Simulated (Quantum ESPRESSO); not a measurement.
## Ga under changes of volume

One of the cells (18.543 Å³/atom); the others are scaled copies at fixed shape and fractional positions:

```
Ga
1.0
     1.38300   -4.02650    0.00000
     1.38300    4.02650    0.00000
    -0.11745    0.00000    3.32993
Ga
2
Direct
  0.13100 0.86900 0.75000
  0.86900 0.13100 0.25000
```

This isn't the form of Ga at room conditions, which is orthorhombic.

* Program: Quantum ESPRESSO 7.5
* Functional: r2SCAN
* Potentials or basis: SG15 PBE 1.2
* Cutoff: 1197 eV
* Density cutoff: 4789 eV
* k mesh: 4 × 4 × 3
* Occupations: fermi-dirac, width 0.05 eV
* Spin: no spin polarisation

```tsv
volume (Å³/atom)	energy over the lowest point (meV/atom)	pressure (GPa)
17.431	?	?
17.801	0.67	0.9
18.172	0.00	-0.5
18.543	2.38	-1.6
18.914	7.41	-2.7
19.285	14.67	-3.6
19.656	23.83	-4.4
```

Q: What does the run at 17.431 Å³/atom give?

A: Energy over the lowest point 4.67 meV/atom; pressure 2.3 GPa.

Worked out: A Birch-Murnaghan fit of order 3 (a polynomial in V^(-2/3)) to the other rows has its minimum at 18.06 Å³/atom with B0 = V·E''(V) = 67 GPa and B' = 6.5 at fixed shape and positions, which overstates the stiffness. It gives 4.92 meV/atom at 17.431 Å³/atom, against the run's 4.67, and -dE/dV = 2.7 GPa, against 2.3.

Energies are extrapolated to zero smearing.

Caveats: all runs use coarse meshes; the potentials were made for another functional, which shifts forces and pressure.
